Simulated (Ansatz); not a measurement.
# BN: response to strain

BN is deformed so: equal xy, yz and zx engineering shear strains of -1 %. What stress and forces result, by LAPW, PAW and all-electron datasets made for the crystal?

Method: DFT PBEsol, scalar-relativistic, in Ansatz 0.2.0.

### Step 1. The system as given

Symmetry: F-43m, No. 216, cubic system. The conventional cell has a = 3.615 Å, b = 3.615 Å, c = 3.615 Å, α = 90.00°, β = 90.00°, γ = 90.00°. B (site symmetry -43m) is surrounded by 4 N at 1.57 Å. N (site symmetry -43m) is surrounded by 4 B at 1.57 Å.

Structure file:

```cif
data_structure
_symmetry_space_group_name_H-M 'F-43m'
_symmetry_Int_Tables_number 216
_cell_length_a 3.6150
_cell_length_b 3.6150
_cell_length_c 3.6150
_cell_angle_alpha 90.000
_cell_angle_beta 90.000
_cell_angle_gamma 90.000
_cell_volume 47.24
loop_
_atom_site_label
_atom_site_type_symbol
_atom_site_symmetry_multiplicity
_atom_site_Wyckoff_symbol
_atom_site_fract_x
_atom_site_fract_y
_atom_site_fract_z
_atom_site_occupancy
B1 B 4 a 0.00000 0.00000 0.00000 1
N1 N 4 c 0.25000 0.25000 0.25000 1
```

The file gives the conventional cell by its symmetry; the runs use the cell typed in the input.

Atoms are numbered in the order of the input: B1, N2.

### Step 2. After the deformation

Space group F-43m before, R3m after.

### Step 3. All-electron LAPW

Contents of input.yaml:

```yaml
crystal:
  lattice:
    - [-0.018075, 1.7984625, 1.7984625]
    - [1.7984625, -0.018075, 1.7984625]
    - [1.7984625, 1.7984625, -0.018075]
  atoms:
    - { symbol: B, position: [0.0, 0.0, 0.0] }
    - { symbol: "N", position: [0.75, 0.75, 0.75] }
kpoints:
  mp_grid: { grid: [13, 13, 13] }
  band_path:
    path:
      - [0.0, 0.0, 0.0]
      - [0.5, 0.5, 0.5]
      - [0.2525443832, 0.5, 0.7474556168]
      - [-0.2525443832, 0.2525443832, 0.5]
      - [0.0, 0.0, 0.5]
      - [0.0, 0.0, 0.0]
      - [-0.3762721916, 0.0, 0.3762721916]
      - [0.0, 0.3762721916, 0.6237278084]
      - [0.0, 0.5, 0.5]
    npoints: 5
scf:
  occupations: { method: fermi_dirac, width: 0.03 }
hamiltonian:
  xc: pbesol
  pseudopotentials: { kind: all_electron, lapw: { basis_error: 0.001 } }
output:
  forces: true
  stress: true
  eigenvalues: true
```

Launch:

```
ansatz run input.yaml --threads 1 --pin off --max-ram 3072MiB --backend cpu --events-out ev --progress --plain --runs-dir out
```

### Step 4. Frozen-core PAW

Contents of input.yaml:

```yaml
crystal:
  lattice:
    - [-0.018075, 1.7984625, 1.7984625]
    - [1.7984625, -0.018075, 1.7984625]
    - [1.7984625, 1.7984625, -0.018075]
  atoms:
    - { symbol: B, position: [0.0, 0.0, 0.0] }
    - { symbol: "N", position: [0.75, 0.75, 0.75] }
kpoints:
  mp_grid: { grid: [13, 13, 13] }
scf:
  occupations: { method: fermi_dirac, width: 0.03 }
hamiltonian:
  xc: pbesol
  pseudopotentials: { kind: paw }
output:
  forces: true
  stress: true
  eigenvalues: true
  efg: { contact_densities: true }
```

### Step 5. All-electron PAW on datasets made for the crystal

input.yaml, as its differences from that of step 4:

```diff
@@ -14,3 +14,3 @@
   xc: pbesol
-  pseudopotentials: { kind: paw }
+  pseudopotentials: { kind: all_electron, datasets: crystal }
 output:
```

(Steps that only read results are left out.)

Q: Predict the outcome of this session. Wanted: pressure; largest shear or deviatoric stress.

As calculated:

| quantity | value |
| --- | --- |
| pressure | LAPW -2.79, PAW -2.80, crystal datasets -2.79 GPa |
| largest shear or deviatoric stress (LAPW) | 4.55 GPa |

**Reading.** The largest part of the stress beyond the pressure is 4.55 GPa in size; the atoms are carried along and not relaxed. No run of the undeformed cell stands beside it, so the pressure holds what the given cell had before the change. PAW: stress within 0.02 GPa of LAPW, forces within 1 meV/Å. Crystal datasets: stress within 0.01 GPa of LAPW, forces within 1 meV/Å.
